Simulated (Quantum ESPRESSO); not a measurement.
# GaN/Ga(1-x)Al(x)N (10-10) interfaces, on the lattice of GaN, stepped through the share x of Al, part 3 of 9

What law, if any, do the results for GaN/Ga(1-x)Al(x)N (10-10) interfaces, on the lattice of GaN follow against the share x of Al?

Quantum ESPRESSO 7.5; plane-wave DFT, LDA, GBRV ultrasoft pseudopotentials.

So far. Step 2 (Relaxing cell and ions of the reference):  The last row is no step: it is a fresh SCF in the final cell with a new plane-wave basis, +2 meV from the row before.

### 5. Relaxing cell and ions, 0.25

What the set-up leaves free in this member is relaxed.

System of this step: Ga(1-x)Al(x)N, x = 1/4, ordered (10-10) cell. The structure is monoclinic, space group Pm (No. 6). Conventional cell: a = 5.142 Å, b = 3.154 Å, c = 5.463 Å, α = 90.00°, β = 90.00°, γ = 90.00°. Nearest to Al lie 4 N at 1.93 to 1.94 Å. Nearest to N lie 3 Ga at 1.93 Å and 1 Al at 1.94 Å. Ga has 4 N at 1.93 to 1.94 Å nearest. Nearest to N lie 2 Ga at 1.93 to 1.94 Å and 2 Al at 1.93 Å. Nearest to N lie 4 Ga at 1.93 to 1.94 Å. Farther neighbours and most contacts between anions are not listed.

The input, m0.relax.in:

```
&control
  prefix = 'm0.relax'
  outdir = './out'
  pseudo_dir = './pseudo'
  nstep = 70
  forc_conv_thr = 0.0004
  calculation = 'vc-relax'
/
&system
  ibrav = 0
  nat = 8
  ntyp = 3
  ecutwfc = 48
  ecutrho = 240
  occupations = 'smearing'
  smearing = 'fd'
  degauss = 0.002
/
&electrons
  conv_thr = 1e-09
  mixing_beta = 0.4
  electron_maxstep = 120
/
&ions
/
&cell
  cell_dofree = 'z'
  press_conv_thr = 0.4
/
ATOMIC_SPECIES
  Al  26.9815  al_lda_v1.uspp.F.UPF
  N   14.0070  n_lda_v1.2.uspp.F.UPF
  Ga  69.7230  ga_lda_v1.4.uspp.F.UPF
CELL_PARAMETERS angstrom
  3.15391494600000 0.00000000000000 0.00000000000000
  0.00000000000000 5.14194925300000 0.00000000000000
  0.00000000000000 0.00000000000000 5.46271074000000
ATOMIC_POSITIONS crystal
  Al  0.500000000000 0.500000000000 0.166666666700
  N   0.500000000000 0.877000000000 0.166666666700
  Ga  0.000000000000 0.000000000000 0.333333333300
  N   0.000000000000 0.377000000000 0.333333333300
  Ga  0.000000000000 0.500000000000 0.666666666700
  N   0.000000000000 0.877000000000 0.666666666700
  Ga  0.500000000000 0.000000000000 0.833333333300
  N   0.500000000000 0.377000000000 0.833333333300
K_POINTS automatic
  5 3 3 0 0 0
```

Run with:

```console
$ OMP_NUM_THREADS=1 mpirun -n 4 pw.x -nk 2 -in m0.relax.in > m0.relax.out
```

The program printed:

```text
[banner, memory and clock lines left out]
Program PWSCF v.7.5 starts

          URL

     Message from routine setup:
     using ibrav=0 with symmetry is DISCOURAGED, use correct ibrav instead

     bravais-lattice index     =            0
     lattice parameter (alat)  =       5.9600  a.u.
     unit-cell volume          =     597.8367 (a.u.)^3
     number of atoms/cell      =            8
     number of atomic types    =            3
     number of electrons       =        80.00
     number of Kohn-Sham states=           48
     kinetic-energy cutoff     =      48.0000  Ry
     charge density cutoff     =     240.0000  Ry
     scf convergence threshold =      1.0E-09
     mixing beta               =       0.4000
     number of iterations used =            8  plain     mixing
     energy convergence thresh.=      1.0E-04
     force convergence thresh. =      4.0E-04
     press convergence thresh. =      4.0E-01
     Exchange-correlation=  SLA  PZ   NOGX NOGC
                           (   1   1   0   0   0   0   0)
     nstep                     =           70

     celldm(1)=   5.960035  celldm(2)=   0.000000  celldm(3)=   0.000000
     celldm(4)=   0.000000  celldm(5)=   0.000000  celldm(6)=   0.000000

     crystal axes: (cart. coord. in units of alat)
               a(1) = (   1.000000   0.000000   0.000000 )
               a(2) = (   0.000000   1.630339   0.000000 )
               a(3) = (   0.000000   0.000000   1.732041 )

     reciprocal axes: (cart. coord. in units 2 pi/alat)
               b(1) = (  1.000000  0.000000  0.000000 )
               b(2) = (  0.000000  0.613370  0.000000 )
               b(3) = (  0.000000  0.000000  0.577353 )

     PseudoPot. # 1 for Al read from file:
     ./pseudo/al_lda_v1.uspp.F.UPF
     Pseudo is Ultrasoft + core correction, Zval =  3.0
     Generated by new atomic code, or converted to UPF format
     Using radial grid of  893 points,  3 beta functions with:
                l(1) =   0
                l(2) =   1
                l(3) =   2
     Q(r) pseudized with  8 coefficients,  rinner =    0.900   0.900   0.900
                                                       0.900   0.900

     PseudoPot. # 2 for N  read from file:
     ./pseudo/n_lda_v1.2.uspp.F.UPF
     Pseudo is Ultrasoft + core correction, Zval =  5.0
     Generated by new atomic code, or converted to UPF format
     Using radial grid of  729 points,  4 beta functions with:
                l(1) =   0
                l(2) =   0
                l(3) =   1
                l(4) =   1
     Q(r) pseudized with  8 coefficients,  rinner =    0.900   0.900   0.900

     PseudoPot. # 3 for Ga read from file:
     ./pseudo/ga_lda_v1.4.uspp.F.UPF
     Pseudo is Ultrasoft + core correction, Zval = 19.0
     Generated by new atomic code, or converted to UPF format
     Using radial grid of  871 points,  6 beta functions with:
                l(1) =   0
                l(2) =   0
                l(3) =   1
                l(4) =   1
                l(5) =   2
                l(6) =   2
     Q(r) pseudized with  8 coefficients,  rinner =    1.250   1.250   1.250
                                                       1.250   1.250

     atomic species   valence    mass     pseudopotential
     Al                3.00    26.98150     Al( 1.00)
     N                 5.00    14.00700     N ( 1.00)
     Ga               19.00    69.72300     Ga( 1.00)

      2 Sym. Ops. (no inversion) found

   Cartesian axes

     site n.     atom                  positions (alat units)
         1        Al     tau(   1) = (   0.5000000   0.8151693   0.2886735  )
         2        N      tau(   2) = (   0.5000000   1.4298069   0.2886735  )
         3        Ga     tau(   3) = (   0.0000000   0.0000000   0.5773471  )
         4        N      tau(   4) = (   0.0000000   0.6146376   0.5773471  )
         5        Ga     tau(   5) = (   0.0000000   0.8151693   1.1546942  )
         6        N      tau(   6) = (   0.0000000   1.4298069   1.1546942  )
         7        Ga     tau(   7) = (   0.5000000   0.0000000   1.4433677  )
         8        N      tau(   8) = (   0.5000000   0.6146376   1.4433677  )

     number of k points=    15  Fermi-Dirac smearing, width (Ry)=  0.0020
                       cart. coord. in units 2pi/alat
        k(    1) = (   0.0000000   0.0000000   0.0000000), wk =   0.0444444
        k(    2) = (   0.0000000   0.0000000   0.1924512), wk =   0.0888889
        k(    3) = (   0.0000000   0.2044565   0.0000000), wk =   0.0888889
        k(    4) = (   0.0000000   0.2044565   0.1924512), wk =   0.0888889
        k(    5) = (   0.2000000   0.0000000   0.0000000), wk =   0.0888889
        k(    6) = (   0.2000000   0.0000000   0.1924512), wk =   0.1777778
        k(    7) = (   0.2000000   0.2044565   0.0000000), wk =   0.1777778
        k(    8) = (   0.2000000   0.2044565   0.1924512), wk =   0.1777778
        k(    9) = (   0.4000000   0.0000000   0.0000000), wk =   0.0888889
        k(   10) = (   0.4000000   0.0000000   0.1924512), wk =   0.1777778
        k(   11) = (   0.4000000   0.2044565   0.0000000), wk =   0.1777778
        k(   12) = (   0.4000000   0.2044565   0.1924512), wk =   0.1777778
        k(   13) = (   0.0000000   0.2044565  -0.1924512), wk =   0.0888889
        k(   14) = (  -0.2000000   0.2044565  -0.1924512), wk =   0.1777778
        k(   15) = (  -0.4000000   0.2044565  -0.1924512), wk =   0.1777778

     Dense  grid:    37573 G-vectors     FFT dimensions: (  30,  48,  54)

     Smooth grid:    26869 G-vectors     FFT dimensions: (  27,  45,  45)

     Initial potential from superposition of free atoms

     starting charge      76.9978, renormalised to      80.0000
     Starting wfcs are   56 randomized atomic wfcs

     per-process dynamical memory:    38.5 Mb

     Self-consistent Calculation

     iteration #  1     ecut=    48.00 Ry     beta= 0.40
     Davidson diagonalization with overlap
     ethr =  1.00E-02,  avg # of iterations =  2.9

     total energy              =   -1328.10851148 Ry
     estimated scf accuracy    <      13.34702404 Ry

     iteration #  2     ecut=    48.00 Ry     beta= 0.40
     Davidson diagonalization with overlap
     ethr =  1.00E-02,  avg # of iterations =  2.0

     total energy              =   -1332.57931824 Ry
     estimated scf accuracy    <       1.01698884 Ry

     iteration #  3     ecut=    48.00 Ry     beta= 0.40
     Davidson diagonalization with overlap
     ethr =  1.27E-03,  avg # of iterations =  2.5

     total energy              =   -1332.65343473 Ry
     estimated scf accuracy    <       0.08883017 Ry

[...]
iteration #  8     ecut=    48.00 Ry     beta= 0.40
     Davidson diagonalization with overlap
     ethr =  1.92E-08,  avg # of iterations =  4.7

     total energy              =   -1332.66942558 Ry
     estimated scf accuracy    <       0.00000742 Ry

     iteration #  9     ecut=    48.00 Ry     beta= 0.40
     Davidson diagonalization with overlap
     ethr =  9.27E-09,  avg # of iterations =  2.0

     total energy              =   -1332.66942749 Ry
     estimated scf accuracy    <       0.00000027 Ry

     iteration # 10     ecut=    48.00 Ry     beta= 0.40
     Davidson diagonalization with overlap
     ethr =  3.35E-10,  avg # of iterations =  3.3

     total energy              =   -1332.66942756 Ry
     estimated scf accuracy    <       0.00000003 Ry

     iteration # 11     ecut=    48.00 Ry     beta= 0.40
     Davidson diagonalization with overlap
     ethr =  3.13E-11,  avg # of iterations =  3.1

     total energy              =   -1332.66942756 Ry
     estimated scf accuracy    <       0.00000001 Ry

     iteration # 12     ecut=    48.00 Ry     beta= 0.40
     Davidson diagonalization with overlap
     ethr =  1.61E-11,  avg # of iterations =  1.1

     total energy              =   -1332.66942756 Ry
     estimated scf accuracy    <          3.8E-09 Ry

     iteration # 13     ecut=    48.00 Ry     beta= 0.40
     Davidson diagonalization with overlap
     ethr =  4.77E-12,  avg # of iterations =  2.1

     total energy              =   -1332.66942756 Ry
     estimated scf accuracy    <          2.7E-10 Ry

     iteration # 14     ecut=    48.00 Ry     beta= 0.40
     Davidson diagonalization with overlap
     ethr =  3.38E-13,  avg # of iterations =  2.1

     total energy              =   -1332.66942756 Ry
     estimated scf accuracy    <          1.5E-11 Ry

     iteration # 15     ecut=    48.00 Ry     beta= 0.40
     Davidson diagonalization with overlap
     ethr =  1.00E-13,  avg # of iterations =  1.8

     End of self-consistent calculation

          k = 0.0000 0.0000 0.0000 (  3343 PWs)   bands (ev):

   -82.2763 -82.2733 -82.2719 -82.2385 -82.2354 -82.2347 -82.2132 -82.2090
   -82.2080  -5.8864  -4.9313  -4.7245  -4.4635  -3.3982  -3.3916  -3.3769
    -3.3315  -3.2873  -3.2321  -3.2259  -3.1817  -3.1223  -3.0734  -3.0659
    -3.0112  -2.0897  -1.9608  -1.3598   2.8683   3.6045   4.8782   5.8289
     7.2431   7.7401   8.7982   8.9828   9.0544   9.8393   9.9506   9.9786
    12.4907  14.7116  15.1015  15.6291  16.3605  19.0289  19.5187  19.9855

          k = 0.0000 0.0000 0.1943 (  3348 PWs)   bands (ev):

   -82.2762 -82.2733 -82.2721 -82.2386 -82.2353 -82.2347 -82.2133 -82.2090
   -82.2080  -5.5978  -5.0583  -4.7325  -4.4955  -3.3852  -3.3714  -3.3160
    -3.3094  -3.2775  -3.2411  -3.2335  -3.1840  -3.1361  -3.1092  -3.0863
    -3.0226  -2.8199  -1.7901  -1.3190   3.2914   4.2316   5.0488   6.1256
     7.3830   7.5892   8.3564   8.4082   8.7215   9.1754   9.6150   9.7266
    13.8741  15.1241  15.7834  16.1703  16.8040  18.2406  18.8475  19.2076

          k = 0.0000 0.2045 0.0000 (  3338 PWs)   bands (ev):

   -82.2762 -82.2732 -82.2720 -82.2386 -82.2353 -82.2346 -82.2133 -82.2089
   -82.2079  -5.5637  -4.9979  -4.7516  -4.4547  -3.3936  -3.3880  -3.3595
    -3.3261  -3.3106  -3.2296  -3.2157  -3.1330  -3.1238  -3.0774  -3.0722
    -3.0213  -2.7311  -1.9874  -1.5211   3.2310   3.9228   4.6666   7.1603
     7.6091   7.7698   8.4318   8.4383   9.1513   9.1808   9.7175   9.7642
    13.9383  14.2717  14.8583  15.2564  17.6166  18.2481  18.8834  19.3784

          k = 0.0000 0.2045 0.1943 (  3334 PWs)   bands (ev):

   -82.2761 -82.2733 -82.2720 -82.2386 -82.2353 -82.2346 -82.2132 -82.2090
   -82.2080  -5.3265  -4.9779  -4.7741  -4.5128  -3.3718  -3.3517  -3.3374
    -3.3228  -3.2951  -3.2414  -3.1975  -3.1641  -3.1320  -3.0829  -3.0683
    -3.0413  -2.6927  -2.4312  -1.9149   4.2426   4.6714   5.1836   6.7458
     7.2291   7.8850   7.9381   8.5618   8.6818   8.8614   8.9554   9.3925
    14.4988  14.7781  15.7036  16.1574  17.2975  17.8920  18.3179  18.9849

          k = 0.2000 0.0000 0.0000 (  3335 PWs)   bands (ev):

   -82.2762 -82.2736 -82.2719 -82.2385 -82.2353 -82.2350 -82.2132 -82.2090
   -82.2083  -5.5782  -4.8699  -4.6635  -4.4344  -3.3761  -3.3487  -3.3148
    -3.3131  -3.2481  -3.2320  -3.1963  -3.1734  -3.1458  -3.1040  -3.0687
    -3.0575  -1.8581  -1.8200  -1.2110   3.2994   4.0118   5.0166   5.6510
     6.4100   7.3251   7.5259   7.7806   7.9137   8.6988   9.5706   9.6297
    13.9826  15.1805  16.1723  17.0698  17.3969  18.3838  18.6033  19.0088

          k = 0.2000 0.0000 0.1943 (  3333 PWs)   bands (ev):

   -82.2762 -82.2735 -82.2719 -82.2385 -82.2353 -82.2349 -82.2132 -82.2090
   -82.2082  -5.3517  -4.9583  -4.6701  -4.4525  -3.3620  -3.3394  -3.2965
    -3.2753  -3.2520  -3.2112  -3.1987  -3.1647  -3.1444  -3.1126  -3.0890
    -3.0407  -2.5742  -1.6284  -1.1874   3.6785   4.4464   5.3086   5.5790
     6.2264   6.7820   7.2566   8.1044   8.2994   8.5071   9.2959   9.4382
    14.6730  16.0182  16.2323  16.6586  17.4621  17.6479  18.2183  18.6751

          k = 0.2000 0.2045 0.0000 (  3321 PWs)   bands (ev):

   -82.2761 -82.2735 -82.2719 -82.2385 -82.2352 -82.2349 -82.2132 -82.2089
   -82.2082  -5.3106  -4.8862  -4.6939  -4.4113  -3.3665  -3.3414  -3.3209
    -3.2927  -3.2645  -3.2486  -3.1892  -3.1450  -3.1304  -3.0961  -3.0810
    -3.0521  -2.4928  -1.8229  -1.3278   3.5904   4.1481   4.8677   5.9102
     6.9571   7.1065   7.7547   7.8510   8.4640   8.5974   9.0510   9.2956
    14.8474  15.3431  16.1977  16.6571  17.5659  17.6576  18.0282  18.5753

          k = 0.2000 0.2045 0.1943 (  3324 PWs)   bands (ev):

   -82.2761 -82.2735 -82.2720 -82.2385 -82.2352 -82.2349 -82.2132 -82.2089
   -82.2082  -5.1445  -4.8912  -4.6945  -4.4339  -3.3578  -3.3265  -3.3072
    -3.2921  -3.2643  -3.2117  -3.1898  -3.1612  -3.1578  -3.0977  -3.0639
    -2.9625  -2.4846  -2.1825  -1.6961   4.2040   4.6064   5.0803   6.2815
     6.7577   7.0801   7.1798   7.7071   8.3074   8.7331   8.8850   9.0426
    14.9907  15.6447  16.0737  16.5073  17.1891  17.9281  18.2094  19.0068

          k = 0.4000 0.0000 0.0000 (  3321 PWs)   bands (ev):

   -82.2761 -82.2739 -82.2720 -82.2386 -82.2352 -82.2352 -82.2132 -82.2089
   -82.2086  -5.0386  -4.8080  -4.6022  -4.3746  -3.3592  -3.3142  -3.2860
    -3.2363  -3.2030  -3.1824  -3.1629  -3.1466  -3.1244  -3.0901  -3.0819
    -2.7312  -1.8356  -1.3193  -1.1743   4.2179   4.4253   4.7205   5.3295
     5.5705   5.7737   6.5337   7.1248   7.3343   7.4295   8.5171   8.7055
    14.9464  16.0074  16.3898  17.5570  17.7144  17.9946  18.2230  18.7795

          k = 0.4000 0.0000 0.1943 (  3305 PWs)   bands (ev):

   -82.2760 -82.2739 -82.2719 -82.2385 -82.2353 -82.2352 -82.2132 -82.2088
   -82.2086  -4.9942  -4.8442  -4.5922  -4.3574  -3.3362  -3.3188  -3.3003
    -3.2459  -3.2089  -3.1835  -3.1688  -3.1565  -3.1211  -3.0497  -3.0399
    -2.5660  -2.0174  -1.4345  -1.1909   3.6675   4.0196   4.8337   5.1257
     5.6521   5.9777   6.6505   7.4795   7.7077   8.2829   8.4356   9.1155
    15.2204  15.5105  15.8754  16.1318  16.4002  17.0400  18.6128  19.1944

          k = 0.4000 0.2045 0.0000 (  3319 PWs)   bands (ev):

   -82.2761 -82.2739 -82.2719 -82.2385 -82.2353 -82.2352 -82.2132 -82.2089
   -82.2086  -4.9396  -4.7523  -4.6206  -4.3179  -3.3264  -3.3036  -3.2939
    -3.2675  -3.2444  -3.2039  -3.1636  -3.1546  -3.1075  -3.1011  -3.0792
    -2.5702  -1.9276  -1.6587  -1.2679   3.8214   4.0953   4.5537   5.2368
     5.4342   6.5239   7.0108   7.1101   7.8859   8.0025   8.3990   8.8207
    15.5801  15.9932  16.2060  16.6498  17.4094  17.8723  18.0919  18.3961

          k = 0.4000 0.2045 0.1943 (  3315 PWs)   bands (ev):

   -82.2761 -82.2739 -82.2719 -82.2385 -82.2353 -82.2352 -82.2131 -82.2089
   -82.2086  -4.9235  -4.7685  -4.6146  -4.2962  -3.3539  -3.3156  -3.2878
    -3.2621  -3.2227  -3.2109  -3.1623  -3.1382  -3.1246  -3.0593  -3.0426
    -2.4104  -1.9977  -1.6640  -1.4477   3.3564   3.7168   4.0752   4.6846
     6.6309   6.9056   7.6131   7.7156   7.8630
[key lines of the parts left out:]
the Fermi energy is    10.6196 ev
convergence has been achieved in   7 iterations
```

Run time: 2 min. Hardware: 4 MPI ranks of Arm Neoverse V1, shared host; peak memory 0.39 GiB; 8.2 min of CPU time.

Step by step:

```tsv
step	energy less that of the first step (eV)	largest force (eV/Å)	volume (Å³)
1	0.0000	0.9849	88.59
2	-0.0451	0.5491	88.10
3	-0.0650	0.1534	87.73
4	-0.0659	0.0738	87.75
5	-0.0664	0.0229	87.75
6	-0.0664	0.0197	87.74
7	-0.0664	0.0106	87.73
8	-0.0638	0.0105	87.73
```

```tsv
cell as run	before	after	change
a (Å)	3.154	3.154	+0.0 %
b (Å)	5.142	5.142	+0.0 %
c (Å)	5.463	5.410	-1.0 %
volume (Å³/atom)	11.07	10.97	-1.0 %
```

The atoms that moved most (Å, as changes of fractional coordinates times the final cell):

```tsv
atom	dx	dy	dz	length
N2	0.000	-0.047	0.007	0.047
N4	0.000	0.021	-0.041	0.046
N8	0.000	0.009	0.032	0.033
Ga3	0.000	0.006	-0.012	0.013
Ga7	0.000	0.005	0.006	0.008
N6	0.000	0.006	0.001	0.006
Al1	0.000	-0.002	0.006	0.006
```

Final coordinates:

```cif
data_structure
_symmetry_space_group_name_H-M 'P 1'
_symmetry_Int_Tables_number 1
_cell_length_a 3.1539
_cell_length_b 5.1419
_cell_length_c 5.4095
_cell_angle_alpha 90.000
_cell_angle_beta 90.000
_cell_angle_gamma 90.000
_cell_volume 87.73
loop_
_atom_site_label
_atom_site_type_symbol
_atom_site_fract_x
_atom_site_fract_y
_atom_site_fract_z
_atom_site_occupancy
Al1 Al 0.50000 0.49963 0.16774 1
N2 N 0.50000 0.86791 0.16802 1
Ga3 Ga 0.00000 0.00116 0.33111 1
N4 N 0.00000 0.38105 0.32581 1
Ga5 Ga 0.00000 0.50031 0.66673 1
N6 N 0.00000 0.87820 0.66694 1
Ga7 Ga 0.50000 0.00093 0.83449 1
N8 N 0.50000 0.37882 0.83916 1
```

 The last row is no step: it is a fresh SCF in the final cell with a new plane-wave basis, +3 meV from the row before.

Numbers from this step:

| Quantity | Value |
| --- | --- |
| free energy | -18131.8913 eV |
| Fermi energy | 10.62 eV |

[end of part 3 of 9]

[Logs are printed without paths, hosts, clocks, repeated set-up lines and the standing remarks that a program may print on its own settings, such as how far it seeks lower states.]

[Hosts, paths, dates, database ids (printed as entryN), source tags and the programs' standing remarks are cut or masked in the printed files.]

[Maps of the electrostatic potential energy from Ansatz leave out the sawtooth potential of an applied field or a dipole correction, so their vacuum need not be flat; planar profiles and work functions include it.]
